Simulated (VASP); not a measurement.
# Li (Fd-3m) in VASP: notebook, part 3 of 4

VASP 6.6.1.

**5. Relaxation of cell and atoms, PBEsol**

This run uses another cell than the first one, of 29.17 Å³/atom, 1.139 times its volume.

Contents of INCAR:

```
PREC = Accurate
ENCUT = 600
EDIFF = 1E-6
ISMEAR = -1
SIGMA = 0.1
LREAL = F
LASPH = T
NELM = 100
ALGO = Normal
ISIF = 3
LWAVE = F
LCHARG = F
GGA = PS
IBRION = 2
NSW = 80
EDIFFG = -0.01
```

Contents of KPOINTS:

```
regular mesh
0
Gamma
  9 9 9
```

Contents of POSCAR:

```
Li
1.0
    0.0000000000      3.0783766346      3.0783766346
    3.0783766346      0.0000000000      3.0783766346
    3.0783766346      3.0783766346      0.0000000000
Li
2
Direct
    0.1250000000      0.1250000000      0.1250000000
    0.8750000000      0.8750000000      0.8750000000
```

Potentials or basis: VASP PAW PBE potentials, release 64 (Li_sv).

Command:

```bash
$ cat potpaw_PBE.64/Li_sv/POTCAR > POTCAR
$ mpirun -np 1 vasp_std > vasp.out
```

OUTCAR:

```text
PREC = Accurate
   ENCUT = 600
   EDIFF = 1E-6
   ISMEAR = -1
   LREAL = F
   LASPH = T
   NELM = 100
   ISIF = 3
   GGA = PS
   IBRION = 2
   NSW = 80
   EDIFFG = -0.01

 ion  position               nearest neighbor table
   1  0.125  0.125  0.125-
   2  0.875  0.875  0.875-

  LATTYP: Found a face centered cubic cell.
 ALAT       =     6.1567532692

  Lattice vectors:

 A1 = (   0.0000000000,   3.0783766346,   3.0783766346)
 A2 = (   3.0783766346,   0.0000000000,   3.0783766346)
 A3 = (   3.0783766346,   3.0783766346,   0.0000000000)

Analysis of symmetry for initial positions (statically):
=====================================================================
 Subroutine PRICEL returns:
 Original cell was already a primitive cell.

 Routine SETGRP: Setting up the symmetry group for a
 face centered cubic supercell.

 Subroutine GETGRP returns: Found 48 space group operations
 (whereof 12 operations were pure point group operations)
 out of a pool of 48 trial point group operations.

The static configuration has the point symmetry D_3d.
 The point group associated with its full space group is O_h .

Analysis of symmetry for dynamics (positions and initial velocities):
=====================================================================
 Subroutine PRICEL returns:
 Original cell was already a primitive cell.

 Routine SETGRP: Setting up the symmetry group for a
 face centered cubic supercell.

 Subroutine GETGRP returns: Found 48 space group operations
 (whereof 12 operations were pure point group operations)
 out of a pool of 48 trial point group operations.

The dynamic configuration has the point symmetry D_3d.
 The point group associated with its full space group is O_h .

 Subroutine INISYM returns: Found 48 space group operations
 (whereof 12 operations are pure point group operations),
 and found     1 'primitive' translations

----------------------------------------------------------------------------------------

                                     Primitive cell

  volume of cell :      58.3439

  direct lattice vectors                    reciprocal lattice vectors
     0.000000000  3.078376635  3.078376635    -0.162423270  0.162423270  0.162423270
     3.078376635  0.000000000  3.078376635     0.162423270 -0.162423270  0.162423270
     3.078376635  3.078376635  0.000000000     0.162423270  0.162423270 -0.162423270

  length of vectors
     4.353481987  4.353481987  4.353481987     0.281325356  0.281325356  0.281325356

  position of ions in fractional coordinates (direct lattice)
     0.125000000  0.125000000  0.125000000
     0.875000000  0.875000000  0.875000000

  ion indices of the primitive-cell ions
   primitive index   ion index
                 1           1
                 2           2

----------------------------------------------------------------------------------------

 KPOINTS: regular mesh

Automatic generation of k-mesh.
 Grid dimensions read from file:
 generate k-points for:    9    9    9

 Generating k-lattice:

  Cartesian coordinates                     Fractional coordinates (reciprocal lattice)
    -0.018047030  0.018047030  0.018047030     0.111111111  0.000000000  0.000000000
     0.018047030 -0.018047030  0.018047030     0.000000000  0.111111111  0.000000000
     0.018047030  0.018047030 -0.018047030     0.000000000  0.000000000  0.111111111

  Length of vectors
     0.031258373  0.031258373  0.031258373

  Shift w.r.t. Gamma in fractional coordinates (k-lattice)
     0.000000000  0.000000000  0.000000000

 Subroutine IBZKPT returns following result:
 ===========================================

 Found     35 irreducible k-points:

 Following reciprocal coordinates:
            Coordinates               Weight
  0.000000  0.000000  0.000000      1.000000
  0.111111  0.000000  0.000000      8.000000
  0.222222  0.000000  0.000000      8.000000
  0.333333  0.000000  0.000000      8.000000
  0.444444  0.000000  0.000000      8.000000
  0.111111  0.111111  0.000000      6.000000
[... 16 lines left out ...]
 -0.333333  0.333333  0.000000     12.000000
  0.444444  0.444444  0.000000      6.000000
 [... further k-points ...]
   k-points           NKPTS =     35   k-points in BZ     NKDIM =     35   number of bands    NBANDS=      7
   number of dos      NEDOS =    301   number of ions     NIONS =      2
   total plane-waves  NPLWV =  46656
   dimension x,y,z NGX =    36 NGY =   36 NGZ =   36
   dimension x,y,z NGXF=    72 NGYF=   72 NGZF=   72
   ions per type =               2
   NGX,Y,Z   is equivalent  to a cutoff of  13.75, 13.75, 13.75 a.u.
   NGXF,Y,Z  is equivalent  to a cutoff of  27.49, 27.49, 27.49 a.u.
 SYSTEM =  unknown system
   PREC   = accura    normal or accurate (medium, high low for compatibility)
   ISTART =      0    job   : 0-new  1-cont  2-samecut
   ICHARG =      2    charge: 1-file 2-atom 10-const
   ISPIN  =      1    spin polarized calculation?
   LNONCOLLINEAR =      F non collinear calculations
   LSORBIT =      F    spin-orbit coupling
   LASPH  =      T    aspherical Exc in radial PAW
   ENCUT  =  600.0 eV  44.10 Ry    6.64 a.u.   8.69  8.69  8.69*2*pi/ulx,y,z
   NELM   =    100;   NELMIN=  2; NELMDL= -5     # of ELM steps
   EDIFF  = 0.1E-05   stopping-criterion for ELM
   LREAL  =      F    real-space projection
   EDIFFG = -.1E-01   stopping-criterion for IOM
   NSW    =     80    number of steps for IOM
   IBRION =      2    ionic relax: 0-MD 1-quasi-New 2-CG
   NFREE  =      1    steps in history (QN), initial steepest desc. (CG)
   ISIF   =      3    stress and relaxation
   ISYM   =      2    0-nonsym 1-usesym 2-fastsym
   POTIM  = 0.5000    time-step for ionic-motion
   TEBEG  =    0.0;   TEEND  =   0.0 temperature during run
   PSTRESS=    0.0 pullay stress
   NELECT =       6.0000    total number of electrons
   NUPDOWN=      -1.0000    fix difference up-down
   EMIN   =  10.00;   EMAX   =-10.00  energy-range for DOS
   EFERMI =   0.00;   METHOD = LEGACY
   ISMEAR =    -1;   SIGMA  =   0.10  broadening in eV -4-tet -1-fermi 0-gaus
   EFERMI_NEDOS =   21; number of points for ismear=-14 and -15
   IALGO  =     38    algorithm
   IMIX   =      4    mixing-type and parameters
     AMIX     =   0.40;   BMIX     =  1.00
     AMIX_MAG =   1.60;   BMIX_MAG =  1.00
  volume/ion in A,a.u.               =      29.17       196.86
  Fermi-wavevector in a.u.,A,eV,Ry     =   0.766997  1.449414  8.004089  0.588284
  Thomas-Fermi vector in A             =   1.867457
   LORBIT       =      0    0 simple, 1 ext, 2 COOP (PROOUT), +10 PAW based schemes
   GGA     = PS    functional components
   LHFCALC =     F    Hartree Fock is set to
   AEXX    =    0.0000 exact exchange contribution
   IVDW    =     0    specifies the selected vdW correction
   LEPSILON=     F    determine dielectric tensor
   LRPA    =     F    only Hartree local field effects (RPA)
 conjugate gradient relaxation of ions
 non-spin polarized calculation
  energy-cutoff  :      600.00
  volume of cell :       58.34
 maximum number of plane-waves:      1964
   NGX = 17   NGY = 17   NGZ = 17

--------------------------------------- Ionic step        1  -------------------------------------------

 number of electron       6.0000008 magnetization

 Free energy of the ion-electron system (eV)
  ---------------------------------------------------
  ext. energy  EPLUGINS =         0.00000000
  ---------------------------------------------------
  free energy    TOTEN  =        -2.89819787 eV

  energy without entropy =       -2.86858225  energy(sigma->0) =       -2.88339006

------------------------ aborting loop because EDIFF is reached ----------------------------------------

  FORCE on cell =-STRESS in cart. coord.  units (eV):
  Direction    XX          YY          ZZ          XY          YZ          ZX
  --------------------------------------------------------------------------------------
  -------------------------------------------------------------------------------------
  Total       -0.2599535     -0.2599535     -0.2599535      0.0000000      0.0000000      0.0000000
  in kB       -7.1385657     -7.1385657     -7.1385657      0.0000000      0.0000000      0.0000000
  external PRESSURE =      -7.1385657 kB  Pullay stress =       0.0000000 kB
[... 23 lines left out ...]
--------------------------------------- Ionic step        2  -------------------------------------------

 number of electron       6.0000001 magnetization

 E-fermi :  -0.1266     XC(G=0):  -6.2105

 val. band max:       -0.1458070519   @ k =  -0.3333   0.4444   0.2222
 cond. band min:      -0.1117310554   @ k =  -0.4444   0.2222   0.0000
 fundamental gap:      0.0340759965
 Fermi energy:        -0.1265545776

 k-point     1 :       0.0000    0.0000    0.0000
  band No.  band energies     occupation
      1     -47.3062      2.00000
      2     -47.2511      2.00000
      3      -3.2675      2.00000
      4       5.0943      0.00000
      5       5.0943      0.00000
      6       5.0943      0.00000
      7       6.1639      0.00000
[... 337 lines left out ...]
--------------------------------------- Ionic step        5  -------------------------------------------

 number of electron       6.0000005 magnetization

 Free energy of the ion-electron system (eV)
  ---------------------------------------------------
  ext. energy  EPLUGINS =         0.00000000
  ---------------------------------------------------
  free energy    TOTEN  =        -2.91994790 eV

  energy without entropy =       -2.89556454  energy(sigma->0) =       -2.90775622

 E-fermi :   0.2768     XC(G=0):  -6.5159

 val. band max:        0.2588674434   @ k =   0.4444   0.0000   0.0000
 cond. band min:       0.3586523915   @ k =  -0.4444   0.2222   0.0000
 fundamental gap:      0.0997849481
 Fermi energy:         0.2767924916

 k-point     1 :       0.0000    0.0000    0.0000
  band No.  band energies     occupation
      1     -46.8981      2.00000
      2     -46.8113      2.00000
      3      -3.1321      2.00000
      4       5.9396      0.00000
      5       5.9396      0.00000
      6       5.9396      0.00000
      7       7.0561      0.00000
[... 259 lines left out ...]
  FREE ENERGIE OF THE ION-ELECTRON SYSTEM (eV)
  ---------------------------------------------------
  free  energy   TOTEN  =        -2.9199479005 eV

  energy  without entropy=       -2.8955645379  energy(sigma->0) =       -2.90775622

 reached required accuracy - stopping structural energy minimisation
```

OSZICAR:

```text
N       E                     dE             d eps       ncg     rms          rms(c)
DAV:   1     0.691147194034E+01    0.69115E+01   -0.33627E+03   490   0.818E+02
DAV:   2    -0.537396115457E+00   -0.74489E+01   -0.74083E+01   686   0.652E+01
DAV:   3    -0.276606325033E+01   -0.22287E+01   -0.21976E+01   882   0.415E+01
[... 43 lines left out ...]
DAV:   4    -0.291995231431E+01    0.31561E-03   -0.78571E-04   609   0.309E-01    0.510E-02
DAV:   5    -0.291995116251E+01    0.11518E-05   -0.19952E-04   756   0.122E-01    0.633E-03
DAV:   6    -0.291994692760E+01    0.42349E-05   -0.70940E-06   525   0.362E-02    0.293E-03
DAV:   7    -0.291994813360E+01   -0.12060E-05   -0.62635E-07   322   0.997E-03    0.366E-04
DAV:   8    -0.291994790046E+01    0.23314E-06   -0.87107E-08   280   0.417E-03
   5 F= -.29199479E+01 E0= -.29077562E+01  d E =-.217500E-01
```

It took 40 s on 1 thread of Intel Xeon 6975P-C (Granite Rapids), shared host; peak memory 0.18 GiB.

Results:

* Free energy: -2.9199 eV
* Relaxed volume: 24.96 Å³/atom
* Relaxed cell: a = 4.133 Å, b = 4.133 Å, c = 4.133 Å, α = 60.00°, β = 60.00°, γ = 60.00°
* Space group after relaxing (to 0.05 Å): Fd-3m (No. 227)
* Energy gained by relaxing: 10.9 meV/atom
* Ionic steps: 5
* Pressure after relaxing: 0.0 GPa
* Band gap on the k mesh: none (metal or under the smearing width)

Step by step:
| step | energy change (eV) | largest force (eV/Å) | pressure (GPa) | volume (Å³) |
| --- | --- | --- | --- | --- |
| 1 | 0.0000 | 0.0000 | -0.71 | 58.34 |
| 2 | -0.0047 | 0.0000 | -0.65 | 57.25 |
| 3 | -0.0156 | 0.0000 | -0.43 | 54.06 |
| 4 | -0.0206 | 0.0000 | 0.23 | 48.04 |
| 5 | -0.0218 | 0.0000 | -0.02 | 49.92 |

Final structure:
```
Li
1.0
     0.00000    2.92238    2.92238
     2.92238    0.00000    2.92238
     2.92238    2.92238    0.00000
Li
2
Direct
  0.12500 0.12500 0.12500
  0.87500 0.87500 0.87500
```

Caveat: the cutoff is under 1.25 times the usual one of these potentials, so pressure, stress and relaxed cells hold a basis-set (Pulay) error; the PAW data sets were made with another functional, which shifts forces and pressure a little.

(Continued in part 4 of 4.)
